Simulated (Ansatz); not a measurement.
# Os(0001) with 2 layers of random Os-Pt, 2x2: scattering by chemical disorder, part 2 of 2

Aim: the residual resistivity of a random alloy, from Os(0001) with 2 layers of random Os-Pt, 2x2 and longer regions.

Ansatz 0.2.0; Ansatz plane-wave DFT, PBE, PAW files; ballistic transport by layer matching (Landauer), zero bias; PAW set soft_1.

So far. Step 3 (With 6 alloy layers): Over the solved energies the transmission per spin lies between 3.11 and 3.16, out of 4.53 channels of the lead on average (up to 4.55).

### Step 4. With 10 alloy layers

In 10 layers a share of 0.125 of the sites is given to Pt at random. A fresh draw is used; the growth of the resistance with length is what counts.

System of this step: Os(0001) with 10 layers of random Os-Pt, 2x2. The cell holds 80 atoms: 75 Os and 5 Pt. Cell: a = 5.468 Å, b = 5.468 Å, c = 43.197 Å, α = 90.0°, β = 90.0°, γ = 120.0°. It derives from Os. Regions: lead, 40 atoms (40 Os); scattering region, 40 atoms (35 Os and 5 Pt). The structure is stacked along c, and the current runs across the ab planes.

input.yaml reads:

```yaml
crystal:
  lattice:
    - [5.4682, 0.0, 0.0]
    - [-2.7341, 4.735600113, 0.0]
    - [0.0, 0.0, 43.197]
  atoms:
    - { symbol: Os, position: [0.1666666667, 0.3333333333, 0.025] }
    - { symbol: Os, position: [0.1666666667, 0.8333333333, 0.025] }
    - { symbol: Os, position: [0.6666666667, 0.3333333333, 0.025] }
    - { symbol: Os, position: [0.6666666667, 0.8333333333, 0.025] }
    - { symbol: Os, position: [0.3333333333, 0.1666666667, 0.075] }
    - { symbol: Os, position: [0.3333333333, 0.6666666667, 0.075] }
    - { symbol: Os, position: [0.8333333333, 0.1666666667, 0.075] }
    - { symbol: Os, position: [0.8333333333, 0.6666666667, 0.075] }
    - { symbol: Os, position: [0.1666666667, 0.3333333333, 0.125] }
    - { symbol: Os, position: [0.1666666667, 0.8333333333, 0.125] }
    - { symbol: Os, position: [0.6666666667, 0.3333333333, 0.125] }
    - { symbol: Os, position: [0.6666666667, 0.8333333333, 0.125] }
    - { symbol: Os, position: [0.3333333333, 0.1666666667, 0.175] }
    - { symbol: Os, position: [0.3333333333, 0.6666666667, 0.175] }
    - { symbol: Os, position: [0.8333333333, 0.1666666667, 0.175] }
    - { symbol: Os, position: [0.8333333333, 0.6666666667, 0.175] }
    - { symbol: Os, position: [0.1666666667, 0.3333333333, 0.225] }
    - { symbol: Os, position: [0.1666666667, 0.8333333333, 0.225] }
    - { symbol: Os, position: [0.6666666667, 0.3333333333, 0.225] }
    - { symbol: Os, position: [0.6666666667, 0.8333333333, 0.225] }
    - { symbol: Os, position: [0.3333333333, 0.1666666667, 0.275] }
    - { symbol: Os, position: [0.3333333333, 0.6666666667, 0.275] }
    - { symbol: Os, position: [0.8333333333, 0.1666666667, 0.275] }
    - { symbol: Os, position: [0.8333333333, 0.6666666667, 0.275] }
    - { symbol: Os, position: [0.1666666667, 0.3333333333, 0.325] }
    - { symbol: Os, position: [0.1666666667, 0.8333333333, 0.325] }
    - { symbol: Os, position: [0.6666666667, 0.3333333333, 0.325] }
    - { symbol: Os, position: [0.6666666667, 0.8333333333, 0.325] }
    - { symbol: Os, position: [0.3333333333, 0.1666666667, 0.375] }
    - { symbol: Os, position: [0.3333333333, 0.6666666667, 0.375] }
    - { symbol: Os, position: [0.8333333333, 0.1666666667, 0.375] }
    - { symbol: Os, position: [0.8333333333, 0.6666666667, 0.375] }
    - { symbol: Os, position: [0.1666666667, 0.3333333333, 0.425] }
    - { symbol: Os, position: [0.1666666667, 0.8333333333, 0.425] }
    - { symbol: Os, position: [0.6666666667, 0.3333333333, 0.425] }
    - { symbol: Os, position: [0.6666666667, 0.8333333333, 0.425] }
    - { symbol: Os, position: [0.3333333333, 0.1666666667, 0.475] }
    - { symbol: Os, position: [0.3333333333, 0.6666666667, 0.475] }
    - { symbol: Os, position: [0.8333333333, 0.1666666667, 0.475] }
    - { symbol: Pt, position: [0.8333333333, 0.6666666667, 0.475] }
    - { symbol: Os, position: [0.1666666667, 0.3333333333, 0.525] }
    - { symbol: Os, position: [0.1666666667, 0.8333333333, 0.525] }
    - { symbol: Os, position: [0.6666666667, 0.3333333333, 0.525] }
    - { symbol: Os, position: [0.6666666667, 0.8333333333, 0.525] }
    - { symbol: Os, position: [0.3333333333, 0.1666666667, 0.575] }
    - { symbol: Pt, position: [0.3333333333, 0.6666666667, 0.575] }
    - { symbol: Os, position: [0.8333333333, 0.1666666667, 0.575] }
    - { symbol: Os, position: [0.8333333333, 0.6666666667, 0.575] }
    - { symbol: Os, position: [0.1666666667, 0.3333333333, 0.625] }
    - { symbol: Os, position: [0.1666666667, 0.8333333333, 0.625] }
    - { symbol: Pt, position: [0.6666666667, 0.3333333333, 0.625] }
    - { symbol: Pt, position: [0.6666666667, 0.8333333333, 0.625] }
    - { symbol: Pt, position: [0.3333333333, 0.1666666667, 0.675] }
    - { symbol: Os, position: [0.3333333333, 0.6666666667, 0.675] }
    - { symbol: Os, position: [0.8333333333, 0.1666666667, 0.675] }
    - { symbol: Os, position: [0.8333333333, 0.6666666667, 0.675] }
    - { symbol: Os, position: [0.1666666667, 0.3333333333, 0.725] }
    - { symbol: Os, position: [0.1666666667, 0.8333333333, 0.725] }
    - { symbol: Os, position: [0.6666666667, 0.3333333333, 0.725] }
    - { symbol: Os, position: [0.6666666667, 0.8333333333, 0.725] }
    - { symbol: Os, position: [0.3333333333, 0.1666666667, 0.775] }
    - { symbol: Os, position: [0.3333333333, 0.6666666667, 0.775] }
    - { symbol: Os, position: [0.8333333333, 0.1666666667, 0.775] }
    - { symbol: Os, position: [0.8333333333, 0.6666666667, 0.775] }
    - { symbol: Os, position: [0.1666666667, 0.3333333333, 0.825] }
    - { symbol: Os, position: [0.1666666667, 0.8333333333, 0.825] }
    - { symbol: Os, position: [0.6666666667, 0.3333333333, 0.825] }
    - { symbol: Os, position: [0.6666666667, 0.8333333333, 0.825] }
    - { symbol: Os, position: [0.3333333333, 0.1666666667, 0.875] }
    - { symbol: Os, position: [0.3333333333, 0.6666666667, 0.875] }
    - { symbol: Os, position: [0.8333333333, 0.1666666667, 0.875] }
    - { symbol: Os, position: [0.8333333333, 0.6666666667, 0.875] }
    - { symbol: Os, position: [0.1666666667, 0.3333333333, 0.925] }
    - { symbol: Os, position: [0.1666666667, 0.8333333333, 0.925] }
    - { symbol: Os, position: [0.6666666667, 0.3333333333, 0.925] }
    - { symbol: Os, position: [0.6666666667, 0.8333333333, 0.925] }
    - { symbol: Os, position: [0.3333333333, 0.1666666667, 0.975] }
    - { symbol: Os, position: [0.3333333333, 0.6666666667, 0.975] }
    - { symbol: Os, position: [0.8333333333, 0.1666666667, 0.975] }
    - { symbol: Os, position: [0.8333333333, 0.6666666667, 0.975] }
kpoints:
  mp_grid: { grid: [5, 5, 1] }
hamiltonian:
  xc: pbe
  pseudopotentials: { kind: paw, azcp: { folder: soft_1 } }
scf:
  occupations: { method: fermi_dirac, width: 0.1 }
output:
  transmission:
    leads: [[0, 8]]
    kmesh: [10, 10]
    e_range: [-0.05, 0.05]
    de: 0.05
  write_potential: true
  write_density: true
  volumetric_format: npy
```

Command:

```bash
ansatz run input.yaml --threads 4 --pin off --max-ram 15360MiB --backend cpu --events-out ev --progress --plain --runs-dir out
```

Numbers of over 12 decimals in the logs are rounded to 6 here.

The program printed:

```text
[...]
Crystal: 80 atoms, lattice volume = 1118.595 Å³
Basis set: ecut = 420 eV, 21739 PW (Γ)
Bands: 774, of which v1, the nominal top of the filled ones, is band 645 counted from 1 (644 counted from 0)
Symmetry: 1 space group operations
[...]
k-points: 13 of 25 (time reversal used)
[...]
SCF iter   1: F=—  HF=-916597.926343 eV  |F-HF|=—  |Δ(HF+E_count)|=         —  Δρ=1.06e-1  dr2=1.75e3  ethr=3.10e-3  ⟨swp⟩=5.5  Hψ=33346  notcnv=0  defer=72
[...]
SCF iter  11: F=-916564.229831 eV  HF=-916564.229831 eV  |F-HF|=2.29e-8  |Δ(HF+E_count)|=   9.55e-9  Δρ=3.42e-7  dr2=2.37e-8  ethr=7.75e-12  ⟨swp⟩=8.2  Hψ=21782  notcnv=0
SCF 1 converged in 11 iterations: F = -916564.229831 eV  dr2 = 2.37e-8
[...]
transmission: 417 of 4160 steps passed
transmission: 832 of 4160 steps passed
[...]
transmission: 4160 of 4160 steps passed
SCF converged after 11 iterations
Free energy (F): -916564.229831 eV
[...]
Internal energy: -916562.416814 eV  (E = F + TS)
E sigma→0 (E₀):  -916563.323323 eV
Entropy (-TS):   -1.813017 eV (-22.663 meV/atom)
Fermi energy:    26.124582 eV
[...]
--- Band table (eV; the first three rows and the last of 13) ---
  k-point 0: bands = [... 641 lower, 26.6827, 26.6865, 26.6903, 26.7513, 26.7915, 26.8100, 26.8365, 27.0065, ... 125 higher]
  k-point 1: bands = [... 641 lower, 26.3877, 26.4154, 26.4313, 26.6301, 26.6639, 26.7534, 26.7974, 26.8815, ... 125 higher]
  k-point 2: bands = [... 641 lower, 25.8658, 25.8879, 25.9077, 25.9237, 25.9560, 25.9676, 25.9877, 26.0330, ... 125 higher]
  k-point 12: bands = [... 641 lower, 26.0326, 26.0365, 26.0604, 26.1099, 26.1470, 26.1808, 26.1919, 26.2543, ... 125 higher]
--- Transmission ---
  basis      : 223 plane waves across, 80 finite elements along
  points     : 52, standing for a mesh of 10 x 10
[...]
channels       : 4.510000e0 a spin
[...]
junction   : crystal 0 to crystal 0, 3.62 to 42.50 Å
    transmission   : 2.428901e0 a spin
[...]
```

The job ended after 27 min (4 threads of Intel Xeon Platinum 8259CL at 2.50GHz (Skylake/Cascade Lake), shared host; peak memory 8.9 GiB; 1.6 h of CPU time).

This step gave:

| Item | Value |
| --- | --- |
| free energy | -916564.2298 eV |
| energy at zero smearing | -916563.3233 eV |
| transmission per spin nearest the Fermi level | 2.429 |
| open channels per spin nearest the Fermi level | 4.51 |
| step of the lead's potential | 4.4 meV |

Per spin. Table of transmission, zone mean by energy, zero at the Fermi level:

```csv
energy (eV),"transmission, zone mean"
-0.0500,2.58
0.0000,2.43
0.0500,2.46
```

Over the solved energies the transmission per spin lies between 2.43 and 2.58, out of 4.52 channels of the lead on average (up to 4.55).

### Step 5. Resistance against length

This step: Ansatz plane-wave DFT, PBE, PAW files; ballistic transport by layer matching (Landauer), zero bias; residual resistivity from the slope of the area resistance, atoms on the host's lattice; PAW set soft_1 (Ansatz 0.2.0).

This step gave:

```yaml
resistivity: 26.59 µΩ cm
intercept: 0.01448 fΩ m²
scatter_about_the_fit: 0.02082 fΩ m²
```

Resistance, by row:

```csv
run,length (Å),T,channels N,RA (fΩ m²)
n2,4.32,3.834,4.593,0.144
n6,12.96,3.133,4.533,0.3296
n10,21.6,2.489,4.52,0.6034
```

Table of area resistance by length of the alloy:

```csv
length of the alloy (Å),area resistance (fΩ m²)
4.32,0.144
12.96,0.330
21.60,0.603
```

The area resistance goes from 0.14 to 0.60 fΩ m² between 4.3 and 21.6 Å, a slope of 27 µΩ cm.

By hand from the end points: (0.6034 − 0.1440) fΩ m² / (21.60 − 4.32) Å = 27 µΩ cm, since 1 fΩ m² per Å is 1000 µΩ cm.

### Step 6. Summary of results

* resistivity from the slope: 26.6 µΩ cm
* area resistance over 4.32 Å: 0.144 fΩ m²
* area resistance over 13.0 Å: 0.330 fΩ m²
* area resistance over 21.6 Å: 0.603 fΩ m²

**Reading.** The slope gives 27 µΩ cm. The points scatter by 0.021 fΩ m² about the line, with one random draw a length in a 2x2 cell, so the slope is a rough value. The lead's own channel count moves between the runs (4.59, 4.53 and 4.52), which shifts RA and the slope too. Read with a model of isotropic scattering on a spherical Fermi surface and the lead's 1.4×10¹⁵ S/m², this slope means a mean free path near 22 Å; over these lengths the model's slope is 1.05 times its bulk resistivity, which would be 25 µΩ cm. The draw over the shortest length came out nearly ordered, with 12 symmetry operations, so that point is a poor sample of a random alloy. The atoms sit on the host's lattice, so scattering by size misfit is left out. Spin-orbit coupling is left out, which matters for Os and Pt.

[Logs are printed without paths, hosts, clocks, repeated set-up lines and the standing remarks that a program may print on its own settings, such as how far it seeks lower states.]

[Hosts, paths, dates, database ids (printed as entryN), source tags and the programs' standing remarks are cut or masked in the printed files.]
